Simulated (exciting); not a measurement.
Crystal: Ta.

```
Ta
1.0
    -1.65128    1.65128    1.65128
     1.65128   -1.65128    1.65128
     1.65128    1.65128   -1.65128
Ta
1
Direct
  0.00000 0.00000 0.00000
```

| Quantity | Value |
| --- | --- |
| Program | exciting (release sodium) |
| Task | single point |
| Functional | PBEsol |
| Potentials or basis | all-electron LAPW+lo, shipped species files, valence relativity iora* |
| rgkmax | 9 |
| k mesh | 11 × 11 × 11 |
| Occupations | fermi-dirac, width 0.05 eV |
| Spin | no spin polarisation |
| gmaxvr (cutoff of density and potential) | 14 1/bohr |
| lmaxapw (and lmaxmat) | 10 |
| lmaxvr | 8 |
| nempty | 12 |
| Valence relativity | iora* |
| epsengy | 1e-05 Ha |
| epspot | 1e-05 Ha |
| maxscl | 60 |
| Muffin-tin radii | Ta 2.3 bohr |

On this cell: band gap on the k mesh none (metal or under the smearing width).

The same run follows on a disturbed copy (cell strained at random at fixed volume):

```xyz
1
Lattice="-1.6207 1.6546 1.6292 1.6978 -1.6262 1.6778 1.6224 1.6279 -1.6008" Properties=species:S:1:pos:R:3 pbc="T T T"
Ta   -0.0498    0.0348   -0.0299
```

Q: What does the disturbed cell give?

A: The energy (extrapolated to zero smearing) moves by +14.4 meV/atom; band gap on the k mesh none (metal or under the smearing width).

Caveats: the free energy is that total less TS from the occupations.
